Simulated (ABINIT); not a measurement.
A run of ABINIT 10.8.3 (patched build) is set up as follows.

Contents of run.abi:

```
ndtset 7
getwfk -1
scalecart1 3*0.9795861087
scalecart2 3*0.9864848297
scalecart3 3*0.9932883884
scalecart4 3*1.0000000000
scalecart5 3*1.0066227096
scalecart6 3*1.0131594038
scalecart7 3*1.0196128224

pp_dirpath "./"
pseudos "Pb.LDA_PW-JTH.xml, Te.LDA_PW-JTH.xml"

acell 3*1.0
rprim
     0.0000000000     6.1057051087     6.1057051087
     6.1057051087     0.0000000000     6.1057051087
     6.1057051087     6.1057051087     0.0000000000
ntypat 2
znucl 82 52
natom 2
typat 1 2
xred
     0.0000000000     0.0000000000     0.0000000000
     0.5000000000     0.5000000000     0.5000000000

ecut 17.0
pawecutdg 34.0

kptopt 1
ngkpt 7 7 7
nshiftk 1
shiftk 0.0 0.0 0.0

ixc 7

nband 14
occopt 3
tsmear 0.05 eV

nstep 100
tolvrs 1.0e-9

iomode 3
prtwf 1
prtden 0
prteig 0
prtebands 0
```

Potentials or basis: JTH PAW LDA v2.0.

Run with:

```console
$ abinit run.abi > log 2>&1
```

What does it give for the pressure derivative of the bulk modulus?

3.9 (rough: it moves with the points fitted).

Predict the bulk modulus.

48 GPa.

Predict the equilibrium volume.

32.43 Å³/atom.

Energy against volume, from the lowest point:
| volume (Å³/atom) | energy (meV/atom) |
| --- | --- |
| 31.706 | 2.65 |
| 32.380 | 0.00 |
| 33.055 | 1.85 |
| 33.730 | 7.35 |
| 34.404 | 16.24 |
| 35.079 | 28.27 |
| 35.753 | 43.22 |

Caveat: the cutoff is too short for stress, so the log's stress isn't used; pressures at fixed basis lie under the slope of the energies. LDA usually gives volumes a few per cent too small.
